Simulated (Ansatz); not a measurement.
## NaCl

Method: PBE, scalar-relativistic; no spin polarisation; PAW, 420 eV, 10×10×10 k-mesh, Gaussian smearing of 0.05 eV; code Ansatz. The datasets are Ansatz's generated set soft_2.

```xyz
2
Lattice="0.0000 2.8479 2.8479 2.8479 0.0000 2.8479 2.8479 2.8479 0.0000" Properties=species:S:1:pos:R:3 pbc="T T T"
Na    0.0000    0.0000    0.0000
Cl    2.8479    2.8479    2.8479
```

The chain of runs began from a measured cell (COD), expanded in volume. Of that entry: the cell was measured well above room temperature.

Cell and atoms are those of this level's equilibrium.

Path: Γ–X–U | K–Γ–L–W–X, with Γ = (0.000, 0.000, 0.000), X = (0.500, 0.000, 0.500), U = (0.625, 0.250, 0.625), K = (0.375, 0.375, 0.750), L = (0.500, 0.500, 0.500), W = (0.500, 0.250, 0.750) in reciprocal vectors of the calculation's cell.

Q: Is it a metal or an insulator, and if it has a gap, where are the band edges on this path?

A: An insulator with a gap of 5.00 eV on the path, the valence band topping at Γ and the conduction band bottoming at Γ; the smallest direct gap is 5.00 eV.

Levels between -3 and 5 eV from the Fermi level at the path's named points:
```tsv
point	below E_F (eV)	above E_F (eV)
Γ	-2.50 -2.50 -2.50	2.50
X		4.93
U	-2.97	
K	-2.97	
L	-2.75 -2.75	4.71
W
```

Formal charges Na⁺, Cl⁻ balance and leave closed shells on every ion, so a band insulator is expected, and the gap is 5.00 eV.

Within 0.6 eV of the edges the projected states are 100 % Cl 3p at the top of the valence band and 74 % Na 3s at the bottom of the conduction band. Crossing the gap moves an electron from the anion's filled p shell to the metal's empty orbitals, as in ionic insulators.

Cost: 3.1 s on 4 threads of Arm Neoverse V2, with other jobs on the host, peak memory 0.31 GiB.

Semilocal functionals underestimate band gaps, commonly by a third or more.
